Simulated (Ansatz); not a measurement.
# Si23C: the cost of one run

Method: DFT PBE, scalar-relativistic, plane waves, PAW, in Ansatz 0.2.0.

## 1. The starting structure

The structure is orthorhombic, space group Pmm2 (No. 25). The conventional cell has a = 7.681 Å, b = 7.681 Å, c = 24.789 Å, α = 90.00°, β = 90.00°, γ = 90.00°. Si (site symmetry m) is surrounded by 2 Si at 2.35 Å. Si (site symmetry mm2) has 4 Si at 2.35 Å as nearest neighbours. Si (site symmetry m) is surrounded by 4 Si at 2.35 Å. Only part of the 15 independent sites is listed.

As a file:

```
CELL_PARAMETERS angstrom
7.68051 0.00000 0.00000
0.00000 7.68051 0.00000
0.00000 0.00000 24.78868
ATOMIC_POSITIONS crystal
Si 0.00000 0.25000 0.36307
Si 0.00000 0.75000 0.36307
Si 0.50000 0.25000 0.36307
Si 0.50000 0.75000 0.36307
Si 0.00000 0.00000 0.41784
Si 0.00000 0.50000 0.41784
Si 0.50000 0.00000 0.41784
Si 0.50000 0.50000 0.41784
Si 0.25000 0.00000 0.47261
Si 0.25000 0.50000 0.47261
Si 0.75000 0.00000 0.47261
Si 0.75000 0.50000 0.47261
Si 0.25000 0.25000 0.52739
Si 0.25000 0.75000 0.52739
Si 0.75000 0.25000 0.52739
Si 0.75000 0.75000 0.52739
Si 0.00000 0.25000 0.58216
Si 0.00000 0.75000 0.58216
Si 0.50000 0.25000 0.58216
Si 0.50000 0.75000 0.58216
Si 0.00000 0.00000 0.63693
Si 0.00000 0.50000 0.63693
Si 0.50000 0.00000 0.63693
C 0.50000 0.50000 0.63693
```

Slab cut from the bulk at the bulk's listed lattice constants, lower half held.

## 2. Relaxing the atoms

File input.yaml:

```yaml
crystal:
  lattice:
    - [7.680509, 0.0, 0.0]
    - [0.0, 7.680509, 0.0]
    - [0.0, 0.0, 24.7886751213]
  atoms:
    - { symbol: Si, position: [0.0, 0.25, 0.3630690207] }
    - { symbol: Si, position: [0.0, 0.75, 0.3630690207] }
    - { symbol: Si, position: [0.5, 0.25, 0.3630690207] }
    - { symbol: Si, position: [0.5, 0.75, 0.3630690207] }
    - { symbol: Si, position: [0.0, 0.0, 0.4178414104] }
    - { symbol: Si, position: [0.0, 0.5, 0.4178414104] }
    - { symbol: Si, position: [0.5, 0.0, 0.4178414104] }
    - { symbol: Si, position: [0.5, 0.5, 0.4178414104] }
    - { symbol: Si, position: [0.25, 0.0, 0.4726138001] }
    - { symbol: Si, position: [0.25, 0.5, 0.4726138001] }
    - { symbol: Si, position: [0.75, 0.0, 0.4726138001] }
    - { symbol: Si, position: [0.75, 0.5, 0.4726138001] }
    - { symbol: Si, position: [0.25, 0.25, 0.5273861999] }
    - { symbol: Si, position: [0.25, 0.75, 0.5273861999] }
    - { symbol: Si, position: [0.75, 0.25, 0.5273861999] }
    - { symbol: Si, position: [0.75, 0.75, 0.5273861999] }
    - { symbol: Si, position: [0.0, 0.25, 0.5821585896] }
    - { symbol: Si, position: [0.0, 0.75, 0.5821585896] }
    - { symbol: Si, position: [0.5, 0.25, 0.5821585896] }
    - { symbol: Si, position: [0.5, 0.75, 0.5821585896] }
    - { symbol: Si, position: [0.0, 0.0, 0.6369309793] }
    - { symbol: Si, position: [0.0, 0.5, 0.6369309793] }
    - { symbol: Si, position: [0.5, 0.0, 0.6369309793] }
    - { symbol: C, position: [0.5, 0.5, 0.6369309793] }
basis:
  ecutwfc: 420.0
  fft_grid_basis: typed
kpoints:
  mp_grid: { grid: [4, 4, 1] }
hamiltonian:
  xc: pbe
  pseudopotentials: { kind: paw }
scf:
  occupations: { method: gaussian, width: 0.1 }
output:
  forces: true
  eigenvalues: true
efield:
  axis: 3
  dipole_correction: true
  ramp_width: 0.04
relax:
  adjacent_minimum: "off"
  f_tol: 0.04
  max_steps: 40
  constraints: [{ sites: [0, 1, 2, 3, 4, 5, 6, 7, 8, 9, 10, 11] }]
```

Started as:

```sh
> ansatz run input.yaml --threads 4 --pin off --max-ram 8847MiB --backend cpu --events-out ev --progress --plain --runs-dir out
```

Q: Estimate wall time and peak memory on 4 threads of Arm Neoverse V2, shared host.

About 6.8 min, with a peak of 2.4 GiB.
